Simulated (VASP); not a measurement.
# PbSe (Clausthalite) (Fm-3m) in VASP: further runs, part 2 of 2

VASP 6.6.1.

### 3 Relaxation of cell and atoms, RPBE+D4

INCAR reads:

```
  PREC = Accurate
  ENCUT = 600
  EDIFF = 1E-6
  ISMEAR = -1
  SIGMA = 0.05
  LREAL = False
  LASPH = True
  NELM = 100
  ALGO = Fast
  ISIF = 3
  LWAVE = False
  LCHARG = False
  GGA = RP
  IVDW = 13
  IBRION = 2
  NSW = 40
  EDIFFG = -0.01
```

KPOINTS reads:

```
regular mesh
0
Gamma
  8 8 8
```

POSCAR reads:

```
PbSe
1.0
    0.0000000000      3.0606500000      3.0606500000
    3.0606500000      0.0000000000      3.0606500000
    3.0606500000      3.0606500000      0.0000000000
Pb Se
1 1
Direct
    0.0000000000      0.0000000000      0.0000000000
    0.5000000000      0.5000000000      0.5000000000
```

Potentials or basis: VASP PAW PBE potentials, release 64 (Pb_d, Se).

The run is started by

```bash
$ cat potpaw_PBE.64/Pb_d/POTCAR potpaw_PBE.64/Se/POTCAR > POTCAR
$ mpirun -np 1 vasp_std > vasp.out
```

Run time: 79 s. Hardware: 1 thread of Intel Xeon Platinum 8259CL at 2.50GHz (Skylake/Cascade Lake), shared host; peak memory 0.22 GiB.

Results (log left out):

```
Free energy                            : -8.9171 eV
Relaxed volume                         : 28.83 Å³/atom
Relaxed cell                           : a = 4.336 Å, b = 4.336 Å, c = 4.336 Å, α = 60.00°, β = 60.00°, γ = 60.00°
Space group after relaxing (to 0.05 Å) : Fm-3m (No. 225)
Energy gained by relaxing              : 0.1 meV/atom
Ionic steps                            : 3
Pressure after relaxing                : 0.0 GPa
Band gap on the k mesh                 : 0.39 eV, direct
Dispersion energy per atom             : -0.723 eV
```

The path:
```tsv
step	energy change (eV)	largest force (eV/Å)	pressure (GPa)	volume (Å³)
1	0.0000	0.0000	0.30	57.34
2	-0.0002	0.0000	-0.09	57.79
3	-0.0003	0.0000	0.03	57.65
```

Final structure:
```yaml
crystal:
  lattice:
    - [0.00000, 3.06617, 3.06617]
    - [3.06617, 0.00000, 3.06617]
    - [3.06617, 3.06617, 0.00000]
  atoms:
    - { symbol: Pb, position: [0.00000, 0.00000, 0.00000] }
    - { symbol: Se, position: [0.50000, 0.50000, 0.50000] }
```

Levels at points of the mesh, in eV from the valence-band top:
| k point | band 7 | band 8 | band 9 | band 10 | band 11 | band 12 | band 13 | band 14 |
| --- | --- | --- | --- | --- | --- | --- | --- | --- |
| (0.00, 0.00, 0.00) | -6.27 | -1.86 | -1.86 | -1.86 | 4.75 | 4.75 | 4.75 | 6.57 |
| (0.50, 0.00, 0.00) | -8.75 | -1.46 | -1.46 | 0.00 | 0.39 | 1.75 | 1.75 | 8.67 |
| (0.50, 0.50, 0.00) | -7.34 | -4.91 | -3.20 | -3.20 | 3.80 | 5.64 | 5.64 | 6.09 |

Caveat: the PAW data sets were made with another functional, which shifts forces and pressure a little; spin-orbit coupling is left out, which as a rule narrows the gap of such compounds by several tenths of an eV.

### 4 Relaxation of cell and atoms, revPBE+D3

INCAR reads:

```
ALGO     = Normal         # electronic algorithm
EDIFF    = 1E-6           # SCF threshold, eV
EDIFFG   = -0.01          # ionic threshold
ENCUT    = 600            # plane-wave cutoff, eV
GGA      = RE             # functional
IBRION   = 2              # ionic algorithm
ISIF     = 3              # what is computed and relaxed
ISMEAR   = -1             # smearing method
IVDW     = 11             # dispersion correction
LASPH    = True           # aspherical terms in the spheres
LCHARG   = False          # write CHGCAR
LREAL    = False          # projectors in reciprocal space
LWAVE    = False          # write WAVECAR
NELM     = 80             # most SCF steps
NSW      = 40             # ionic steps
PREC     = Accurate       # precision mode
SIGMA    = 0.05           # smearing width, eV
```

KPOINTS reads:

```
k-points
0
Gamma
  8 8 8
```

POSCAR is that of step 3.

The run is started by

```bash
$ cat potpaw_PBE.64/Pb_d/POTCAR potpaw_PBE.64/Se/POTCAR > POTCAR
$ mpirun -np 1 vasp_std > vasp.out
```

Wall time 72 s (1 thread of Intel Xeon Platinum 8259CL at 2.50GHz (Skylake/Cascade Lake), shared host); peak memory 0.23 GiB.

Results (log left out):

* Free energy: -8.4201 eV
* Relaxed volume: 29.88 Å³/atom
* Relaxed cell: a = 4.388 Å, b = 4.388 Å, c = 4.388 Å, α = 60.00°, β = 60.00°, γ = 60.00°
* Space group after relaxing (to 0.05 Å): Fm-3m (No. 225)
* Energy gained by relaxing: 7.0 meV/atom
* Ionic steps: 3
* Pressure after relaxing: 0.0 GPa
* Band gap on the k mesh: 0.49 eV, direct
* Dispersion energy per atom: -0.411 eV

Step by step:
```tsv
step	energy change (eV)	largest force (eV/Å)	pressure (GPa)	volume (Å³)
1	0.0000	0.0000	1.95	57.34
2	-0.0135	0.0000	-0.35	60.28
3	-0.0140	0.0000	-0.01	59.76
```

Final structure:
```yaml
crystal:
  lattice:
    - [0.00000, 3.10310, 3.10310]
    - [3.10310, 0.00000, 3.10310]
    - [3.10310, 3.10310, 0.00000]
  atoms:
    - { symbol: Pb, position: [0.00000, 0.00000, 0.00000] }
    - { symbol: Se, position: [0.50000, 0.50000, 0.50000] }
```

Levels at points of the mesh, in eV from the valence-band top:
| k point | band 8 | band 9 | band 10 | band 11 | band 12 | band 13 |
| --- | --- | --- | --- | --- | --- | --- |
| (0.00, 0.00, 0.00) | -1.67 | -1.67 | -1.67 | 4.68 | 4.68 | 4.68 |
| (0.50, 0.00, 0.00) | -1.29 | -1.29 | 0.00 | 0.49 | 1.84 | 1.84 |
| (0.50, 0.50, 0.00) | -4.59 | -2.95 | -2.95 | 3.96 | 5.52 | 5.52 |

Caveat: the PAW data sets were made with another functional, which shifts forces and pressure a little; spin-orbit coupling is left out, which as a rule narrows the gap of such compounds by several tenths of an eV.

### 5 Relaxation of cell and atoms, revPBE+D3(BJ)

INCAR reads:

```
SYSTEM = PbSe
  ALGO = Normal
  EDIFF = 1E-6
  EDIFFG = -0.01
  ENCUT = 600
  GGA = RE
  IBRION = 2
  ISIF = 3
  ISMEAR = -1
  IVDW = 12
  LASPH = .TRUE.
  LCHARG = .FALSE.
  LREAL = .FALSE.
  LWAVE = .FALSE.
  NELM = 80
  NSW = 60
  PREC = Accurate
  SIGMA = 0.05
```

KPOINTS reads:

```
k-points
0
G
  8 8 8
  0 0 0
```

POSCAR is that of step 4.

The run is started by

```bash
$ cat potpaw_PBE.64/Pb_d/POTCAR potpaw_PBE.64/Se/POTCAR > POTCAR
$ mpirun -np 1 vasp_std > vasp.out
```

Run time: 81 s. Hardware: 1 thread of Intel Xeon Platinum 8259CL at 2.50GHz (Skylake/Cascade Lake), shared host; peak memory 0.22 GiB.

It converged, with:

| Item | Value |
| --- | --- |
| Free energy | -8.9289 eV |
| Relaxed volume | 28.54 Å³/atom |
| Relaxed cell | a = 4.322 Å, b = 4.322 Å, c = 4.322 Å, α = 60.00°, β = 60.00°, γ = 60.00° |
| Space group after relaxing (to 0.05 Å) | Fm-3m (No. 225) |
| Energy gained by relaxing | 0.1 meV/atom |
| Ionic steps | 3 |
| Pressure after relaxing | 0.0 GPa |
| Band gap on the k mesh | 0.34 eV, direct |
| Dispersion energy per atom | -0.688 eV |

The path:
```csv
step,energy change (eV),largest force (eV/Å),pressure (GPa),volume (Å³)
1,0.0000,0.0000,-0.24,57.34
2,-0.0002,0.0000,0.08,56.99
3,-0.0002,0.0000,0.00,57.08
```

Final structure:
```yaml
crystal:
  lattice:
    - [0.00000, 3.05603, 3.05603]
    - [3.05603, 0.00000, 3.05603]
    - [3.05603, 3.05603, 0.00000]
  atoms:
    - { symbol: Pb, position: [0.00000, 0.00000, 0.00000] }
    - { symbol: Se, position: [0.50000, 0.50000, 0.50000] }
```

Levels at points of the mesh, in eV from the valence-band top:
```csv
k point,band 7,band 8,band 9,band 10,band 11,band 12,band 13,band 14
"(0.00, 0.00, 0.00)",-6.27,-1.91,-1.91,-1.91,4.75,4.75,4.75,6.52
"(0.50, 0.00, 0.00)",-8.82,-1.50,-1.50,0.00,0.34,1.71,1.71,8.64
"(0.50, 0.50, 0.00)",-7.38,-5.01,-3.27,-3.27,3.73,5.66,5.66,6.10
```

Caveat: the PAW data sets were made with another functional, which shifts forces and pressure a little; spin-orbit coupling is left out, which as a rule narrows the gap of such compounds by several tenths of an eV.

### 6 Relaxation of cell and atoms, revPBE+D4

INCAR reads:

```
ALGO = Fast
EDIFF = 1E-7
EDIFFG = -0.005
ENCUT = 600
GGA = RE
IBRION = 2
ISIF = 3
ISMEAR = -1
IVDW = 13
LASPH = True
LCHARG = False
LREAL = False
LWAVE = False
NELM = 100
NSW = 60
PREC = Accurate
SIGMA = 0.05
```

KPOINTS reads:

```
k-points
0
Gamma
  8 8 8
```

POSCAR is that of step 5.

Potentials or basis: VASP PAW PBE potentials, release 64 (Pb_d, Se).

The run is started by

```bash
$ cat potpaw_PBE.64/Pb_d/POTCAR potpaw_PBE.64/Se/POTCAR > POTCAR
$ mpirun -np 1 vasp_std > vasp.out
```

It took 1.8 min on 1 thread of Intel Xeon Platinum 8259CL at 2.50GHz (Skylake/Cascade Lake), shared host; peak memory 0.22 GiB.

Results (log left out):

- Free energy: -8.7953 eV
- Relaxed volume: 28.85 Å³/atom
- Relaxed cell: a = 4.338 Å, b = 4.338 Å, c = 4.338 Å, α = 60.00°, β = 60.00°, γ = 60.00°
- Space group after relaxing (to 0.05 Å): Fm-3m (No. 225)
- Energy gained by relaxing: 0.2 meV/atom
- Ionic steps: 3
- Pressure after relaxing: 0.0 GPa
- Band gap on the k mesh: 0.37 eV, direct
- Dispersion energy per atom: -0.614 eV

Step by step:
```csv
step,energy change (eV),largest force (eV/Å),pressure (GPa),volume (Å³)
1,0.0000,0.0000,0.31,57.34
2,-0.0003,0.0000,-0.08,57.80
3,-0.0004,0.0000,0.01,57.71
```

Final structure:
```cif
data_structure
_symmetry_space_group_name_H-M 'P 1'
_symmetry_Int_Tables_number 1
_cell_length_a 4.3376
_cell_length_b 4.3376
_cell_length_c 4.3376
_cell_angle_alpha 60.000
_cell_angle_beta 60.000
_cell_angle_gamma 60.000
_cell_volume 57.71
loop_
_atom_site_label
_atom_site_type_symbol
_atom_site_fract_x
_atom_site_fract_y
_atom_site_fract_z
_atom_site_occupancy
Pb1 Pb 0.00000 0.00000 0.00000 1
Se1 Se 0.50000 0.50000 0.50000 1
```

Levels at points of the mesh, in eV from the valence-band top:
| k point | band 7 | band 8 | band 9 | band 10 | band 11 | band 12 | band 13 | band 14 |
| --- | --- | --- | --- | --- | --- | --- | --- | --- |
| (0.00, 0.00, 0.00) | -6.28 | -1.85 | -1.85 | -1.85 | 4.74 | 4.74 | 4.74 | 6.56 |
| (0.50, 0.00, 0.00) | -8.75 | -1.45 | -1.45 | 0.00 | 0.37 | 1.74 | 1.74 | 8.64 |
| (0.50, 0.50, 0.00) | -7.35 | -4.91 | -3.19 | -3.19 | 3.78 | 5.62 | 5.62 | 6.07 |

Caveat: the PAW data sets were made with another functional, which shifts forces and pressure a little; spin-orbit coupling is left out, which as a rule narrows the gap of such compounds by several tenths of an eV.

### 7 The reference run

An earlier run on the cell as given: functional PBEsol; potentials or basis VASP PAW PBE potentials, release 64 (Pb_d, Se); cutoff 520 eV; k mesh 8 × 8 × 8; occupations fermi-dirac, width 0.05 eV; no spin polarisation.

- Pressure: -0.5 GPa
- Band gap on the k mesh: 0.20 eV, direct

### 8 Summary

| task | level | cell | cutoff (eV) | ladder | gap on the mesh (eV) | pressure (GPa) | relaxed volume (Å³/atom) |
| --- | --- | --- | --- | --- | --- | --- | --- |
| relaxation of cell and atoms | RPBE+D3(BJ) | relaxed | 600 | - | 0.46 | -0.1 | 23.74 |
| relaxation of cell and atoms | RPBE+D4 | relaxed | 600 | - | 0.39 | 0.0 | 28.83 |
| relaxation of cell and atoms | revPBE+D3 | relaxed | 600 | - | 0.49 | 0.0 | 29.88 |
| relaxation of cell and atoms | revPBE+D3(BJ) | relaxed | 600 | - | 0.34 | 0.0 | 28.54 |
| relaxation of cell and atoms | revPBE+D4 | relaxed | 600 | - | 0.37 | 0.0 | 28.85 |
| single point | PBEsol | as given | 520 | free | 0.20 | -0.5 | - |

Alike in all rows: potentials or basis VASP PAW PBE potentials, release 64 (Pb_d, Se); no spin polarisation; k mesh 8 × 8 × 8; smearing fermi-dirac 0.05 eV.

Caveats: the PAW data sets were made with another functional, which shifts forces and pressure a little; spin-orbit coupling is left out, which as a rule narrows the gap of such compounds by several tenths of an eV; the volume moved by over 15 % at a fixed basis, so the end points are rough (some runs); the volume moved by -17 % from the deposited cell, more than functionals usually miss (some runs).

Total energies depend on the potentials used, so only differences within one code and one set of settings carry meaning.

### 9 Comparison with measurements

Step 2. The cell as given is a measured one (28.67 Å³/atom); RPBE+D3(BJ) puts the equilibrium volume -17.2 % from it, thermal expansion not counted.

Step 3. The cell as given is a measured one (28.67 Å³/atom); RPBE+D4 puts the equilibrium volume +0.5 % from it, thermal expansion not counted.

Step 4. The cell as given is a measured one (28.67 Å³/atom); revPBE+D3 puts the equilibrium volume +4.2 % from it, thermal expansion not counted.

Step 5. The cell as given is a measured one (28.67 Å³/atom); revPBE+D3(BJ) puts the equilibrium volume -0.5 % from it, thermal expansion not counted.

Step 6. The cell as given is a measured one (28.67 Å³/atom); revPBE+D4 puts the equilibrium volume +0.6 % from it, thermal expansion not counted.
